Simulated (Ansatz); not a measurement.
# rocksalt-structured CaO

Computed with Ansatz (plane waves, PAW, 420 eV cutoff): PBE with spin–orbit coupling, two-component spinors, 8×8×8 k-mesh, Gaussian smearing of 0.05 eV; PAW files: Ansatz's generated set soft_2.

```
CELL_PARAMETERS angstrom
0.00000 2.41542 2.41542
2.41542 0.00000 2.41542
2.41542 2.41542 0.00000
ATOMIC_POSITIONS crystal
Ca 0.50000 0.50000 0.50000
O 0.00000 0.00000 0.00000
```

The compound is reported in the structure type of the start.

**Question.** Which orbitals make up the states within about 0.6 eV of the valence edge?

**Answer.** O 2p 99 % (shares among the projected shells); the gap is 3.64 eV. The projected shells catch only 1 % of the states at the conduction edge, which lie mostly on empty orbitals that aren't projected.

Density of states (tetrahedra, averaged over 0.5 eV; states/eV per cell of 2 atoms; energy in eV from the Fermi level; projections on Löwdin-orthogonalised atomic orbitals, summed over sites):

| E | total | O 2p | Ca 4s | O 2s | Ca 3p |
| --- | --- | --- | --- | --- | --- |
| -4.60 | 0.0 | 0.0 | 0.0 | 0.0 | 0.0 |
| -4.10 | 0.8 | 0.6 | 0.1 | 0.0 | 0.0 |
| -3.60 | 2.2 | 1.8 | 0.2 | 0.0 | 0.0 |
| -3.10 | 3.2 | 2.9 | 0.1 | 0.0 | 0.0 |
| -2.60 | 4.6 | 4.3 | 0.0 | 0.0 | 0.0 |
| -2.10 | 1.2 | 1.2 | 0.0 | 0.0 | 0.0 |
| -1.60 | 0.0 | 0.0 | 0.0 | 0.0 | 0.0 |
| -1.10 | 0.0 | 0.0 | 0.0 | 0.0 | 0.0 |
| -0.60 | 0.0 | 0.0 | 0.0 | 0.0 | 0.0 |
| -0.10 | 0.0 | 0.0 | 0.0 | 0.0 | 0.0 |
| 0.40 | 0.0 | 0.0 | 0.0 | 0.0 | 0.0 |
| 0.90 | 0.0 | 0.0 | 0.0 | 0.0 | 0.0 |
| 1.40 | 0.0 | 0.0 | 0.0 | 0.0 | 0.0 |
| 1.90 | 0.1 | 0.0 | 0.0 | 0.0 | 0.0 |
| 2.40 | 0.3 | 0.0 | 0.0 | 0.0 | 0.0 |
| 2.90 | 0.4 | 0.0 | 0.0 | 0.0 | 0.0 |
| 3.40 | 0.7 | 0.0 | 0.0 | 0.0 | 0.0 |
| 3.90 | 1.1 | 0.0 | 0.1 | 0.0 | 0.0 |
| 4.40 | 1.4 | 0.1 | 0.1 | 0.0 | 0.0 |
| 4.90 | 1.5 | 0.1 | 0.3 | 0.0 | 0.0 |

Formal charges Ca²⁺, O²⁻ balance and leave closed shells on every ion, so a band insulator is expected, and the gap is 3.64 eV.

Kohn–Sham gaps of semilocal functionals lie under measured ones, often by a third or more.
